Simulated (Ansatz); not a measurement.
# MnO (P6_3mc) in Ansatz: notebook, part 2 of 2

Ansatz 0.2.0.

## (5) Single point, PBEsol, collinear spin, ferromagnetic start, 12.73 Å³/atom (volume scaled by 0.96)

File input.yaml:

```yaml
crystal:
  lattice:
    - [3.3261309004, 0.0, 0.0]
    - [-1.6630654502, 2.880513856, 0.0]
    - [0.0, 0.0, 5.3127140505]
  atoms:
    - { symbol: Mn, position: [0.6666666667, 0.3333333333, 0.51096], spin: 4.0 }
    - { symbol: Mn, position: [0.3333333333, 0.6666666667, 0.01096], spin: 4.0 }
    - { symbol: O, position: [0.6666666667, 0.3333333333, 0.87547] }
    - { symbol: O, position: [0.3333333333, 0.6666666667, 0.37547] }
hamiltonian:
  xc: pbesol
  pseudopotentials: { kind: paw }
magnetization:
  spin_polarized: true
kpoints:
  mp_grid: { grid: [8, 8, 4] }
scf:
  occupations: { method: fermi_dirac, width: 0.05 }
output:
  forces: true
  stress: true
  eigenvalues: true
  write_density: true
  write_potential: true
  elf: true
  volumetric_format: npy
```

The run is started by

```sh
ansatz run input.yaml --threads 2 --pin off --max-ram 5632MiB --backend cpu --events-out ev --progress --plain --runs-dir out
```

It took 9.7 s on 2 threads of Arm Neoverse V1, shared host; peak memory 0.4 GiB.

Results (log left out):

| Item | Value |
| --- | --- |
| Free energy | -8858.4320 eV |
| Pressure | 6.1 GPa |
| Largest force | 0.696 eV/Å |
| Band gap on the k mesh | none (metal or under the smearing width) |
| Net moment | 9.92 μB per cell |
| Absolute moment | 9.92 μB per cell |
| Site moments | Mn +3.76; O +0.23 μB |

Caveat: the magnetic or orbital state may not be the lowest; the pressure holds a Pulay correction of +0.5 GPa for the finite cutoff; semilocal functionals often make such compounds metallic where correlation or magnetic order opens a gap, which also shifts bond lengths; only a ferromagnetic start was run, and an antiferromagnetic order may lie lower in energy; the PAW data sets come from PBE, with cores solved anew for the run's functional, which leaves a small shift of forces and pressure.

## (6) Single point, PBEsol, collinear spin, ferromagnetic start, 12.99 Å³/atom (volume scaled by 0.98)

Changes to input.yaml since step 5:

```diff
@@ -2,5 +2,5 @@
   lattice:
-    - [3.3261309004, 0.0, 0.0]
-    - [-1.6630654502, 2.880513856, 0.0]
-    - [0.0, 0.0, 5.3127140505]
+    - [3.3490704591, 0.0, 0.0]
+    - [-1.6745352295, 2.9003800966, 0.0]
+    - [0.0, 0.0, 5.3493546156]
   atoms:
@@ -23,5 +23 @@
   eigenvalues: true
-  write_density: true
-  write_potential: true
-  elf: true
-  volumetric_format: npy
```

Potentials or basis: Ansatz PAW.

The run is started by

```sh
ansatz run input.yaml --threads 2 --pin off --max-ram 5632MiB --backend cpu --events-out ev --progress --plain --runs-dir out
```

Wall time 8.5 s (2 threads of Arm Neoverse V1, shared host); peak memory 0.4 GiB.

It converged, with:

* Free energy: -8858.4634 eV
* Pressure: 3.4 GPa
* Largest force: 0.641 eV/Å
* Band gap on the k mesh: none (metal or under the smearing width)
* Net moment: 9.97 μB per cell
* Absolute moment: 9.97 μB per cell
* Site moments: Mn +3.80; O +0.23 μB

Caveat: the magnetic or orbital state may not be the lowest; the pressure holds a Pulay correction of +0.5 GPa for the finite cutoff; semilocal functionals often make such compounds metallic where correlation or magnetic order opens a gap, which also shifts bond lengths; only a ferromagnetic start was run, and an antiferromagnetic order may lie lower in energy; the PAW data sets come from PBE, with cores solved anew for the run's functional, which leaves a small shift of forces and pressure.

## (7) Single point, PBEsol, collinear spin, ferromagnetic start, 13.26 Å³/atom

Changes to input.yaml since step 6:

```diff
@@ -2,5 +2,5 @@
   lattice:
-    - [3.3490704591, 0.0, 0.0]
-    - [-1.6745352295, 2.9003800966, 0.0]
-    - [0.0, 0.0, 5.3493546156]
+    - [3.3717, 0.0, 0.0]
+    - [-1.68585, 2.9199778539, 0.0]
+    - [0.0, 0.0, 5.3855]
   atoms:
@@ -23 +23,5 @@
   eigenvalues: true
+  write_density: true
+  write_potential: true
+  elf: true
+  volumetric_format: npy
```

The run is started by

```sh
ansatz run input.yaml --threads 2 --pin off --max-ram 5632MiB --backend cpu --events-out ev --progress --plain --runs-dir out
```

It took 9.7 s on 2 threads of Arm Neoverse V1, shared host; peak memory 0.4 GiB.

Results (log left out):

- Free energy: -8858.4769 eV
- Pressure: 0.8 GPa
- Largest force: 0.591 eV/Å
- Band gap on the k mesh: none (metal or under the smearing width)
- Net moment: 9.99 μB per cell
- Absolute moment: 9.99 μB per cell
- Site moments: Mn +3.82; O +0.22 μB

Caveat: the magnetic or orbital state may not be the lowest; the pressure holds a Pulay correction of +0.5 GPa for the finite cutoff; semilocal functionals often make such compounds metallic where correlation or magnetic order opens a gap, which also shifts bond lengths; only a ferromagnetic start was run, and an antiferromagnetic order may lie lower in energy; the PAW data sets come from PBE, with cores solved anew for the run's functional, which leaves a small shift of forces and pressure.

## (8) Single point, PBEsol, collinear spin, ferromagnetic start, 13.52 Å³/atom (volume scaled by 1.02)

Changes to input.yaml since step 7:

```diff
@@ -2,5 +2,5 @@
   lattice:
-    - [3.3717, 0.0, 0.0]
-    - [-1.68585, 2.9199778539, 0.0]
-    - [0.0, 0.0, 5.3855]
+    - [3.3940297898, 0.0, 0.0]
+    - [-1.6970148949, 2.9393160191, 0.0]
+    - [0.0, 0.0, 5.4211666023]
   atoms:
```

The run is started by

```sh
ansatz run input.yaml --threads 2 --pin off --max-ram 5632MiB --backend cpu --events-out ev --progress --plain --runs-dir out
```

Wall time 9.9 s (2 threads of Arm Neoverse V1, shared host); peak memory 0.4 GiB.

It converged, with:

| Property | Result |
| --- | --- |
| Free energy | -8858.4739 eV |
| Pressure | -1.7 GPa |
| Largest force | 0.542 eV/Å |
| Band gap on the k mesh | none (metal or under the smearing width) |
| Net moment | 9.99 μB per cell |
| Absolute moment | 9.99 μB per cell |
| Site moments | Mn +3.85; O +0.22 μB |

Caveat: the magnetic or orbital state may not be the lowest; the pressure holds a Pulay correction of +0.5 GPa for the finite cutoff; semilocal functionals often make such compounds metallic where correlation or magnetic order opens a gap, which also shifts bond lengths; only a ferromagnetic start was run, and an antiferromagnetic order may lie lower in energy; the PAW data sets come from PBE, with cores solved anew for the run's functional, which leaves a small shift of forces and pressure.

## (9) Single point, PBEsol, collinear spin, ferromagnetic start, 13.79 Å³/atom (volume scaled by 1.04)

Changes to input.yaml since step 8:

```diff
@@ -2,5 +2,5 @@
   lattice:
-    - [3.3940297898, 0.0, 0.0]
-    - [-1.6970148949, 2.9393160191, 0.0]
-    - [0.0, 0.0, 5.4211666023]
+    - [3.4160695619, 0.0, 0.0]
+    - [-1.7080347809, 2.9584030216, 0.0]
+    - [0.0, 0.0, 5.4563699693]
   atoms:
```

Potentials or basis: Ansatz PAW.

The run is started by

```sh
ansatz run input.yaml --threads 2 --pin off --max-ram 5632MiB --backend cpu --events-out ev --progress --plain --runs-dir out
```

Wall time 10 s (2 threads of Arm Neoverse V1, shared host); peak memory 0.41 GiB.

The run converged. Its results:

```
Free energy            : -8858.4553 eV
Pressure               : -3.9 GPa
Largest force          : 0.495 eV/Å
Band gap on the k mesh : none (metal or under the smearing width)
Net moment             : 9.99 μB per cell
Absolute moment        : 9.99 μB per cell
Site moments           : Mn +3.87; O +0.21 μB
```

Caveat: the magnetic or orbital state may not be the lowest; the pressure holds a Pulay correction of +0.5 GPa for the finite cutoff; semilocal functionals often make such compounds metallic where correlation or magnetic order opens a gap, which also shifts bond lengths; only a ferromagnetic start was run, and an antiferromagnetic order may lie lower in energy; the PAW data sets come from PBE, with cores solved anew for the run's functional, which leaves a small shift of forces and pressure.

## (10) Single point, PBEsol, collinear spin, ferromagnetic start, 14.05 Å³/atom (volume scaled by 1.06)

Changes to input.yaml since step 9:

```diff
@@ -2,5 +2,5 @@
   lattice:
-    - [3.4160695619, 0.0, 0.0]
-    - [-1.7080347809, 2.9584030216, 0.0]
-    - [0.0, 0.0, 5.4563699693]
+    - [3.4378285534, 0.0, 0.0]
+    - [-1.7189142767, 2.977246861, 0.0]
+    - [0.0, 0.0, 5.4911248552]
   atoms:
```

The run is started by

```sh
ansatz run input.yaml --threads 2 --pin off --max-ram 5632MiB --backend cpu --events-out ev --progress --plain --runs-dir out
```

Run time: 10 s. Hardware: 2 threads of Arm Neoverse V1, shared host; peak memory 0.41 GiB.

Results (log left out):

* Free energy: -8858.4225 eV
* Pressure: -5.9 GPa
* Largest force: 0.452 eV/Å
* Band gap on the k mesh: none (metal or under the smearing width)
* Net moment: 9.99 μB per cell
* Absolute moment: 9.99 μB per cell
* Site moments: Mn +3.89; O +0.21 μB

Caveat: the magnetic or orbital state may not be the lowest; the pressure holds a Pulay correction of +0.5 GPa for the finite cutoff; semilocal functionals often make such compounds metallic where correlation or magnetic order opens a gap, which also shifts bond lengths; only a ferromagnetic start was run, and an antiferromagnetic order may lie lower in energy; the PAW data sets come from PBE, with cores solved anew for the run's functional, which leaves a small shift of forces and pressure.

## (11) Equation of state, PBEsol, collinear spin, ferromagnetic start

No new run: the results of the series are fitted here.

Results:

```yaml
Equilibrium_volume: "13.34 Å³/atom (rough: see the caveat)"
Bulk_modulus_at_fixed_shape_and_positions: 123 GPa (rough)
```

Energy against volume, from the lowest point:
```tsv
volume (Å³/atom)	energy (meV/atom)
12.460	23.55
12.725	11.21
12.990	3.37
13.255	0.00
13.521	0.74
13.786	5.40
14.051	13.60
```

Caveat: the fit is doubtful: noisy points or a state that changes with volume; the cell was scaled at fixed shape and fractional positions, which overstates the stiffness of a crystal with free parameters, most of all of layers and chains.
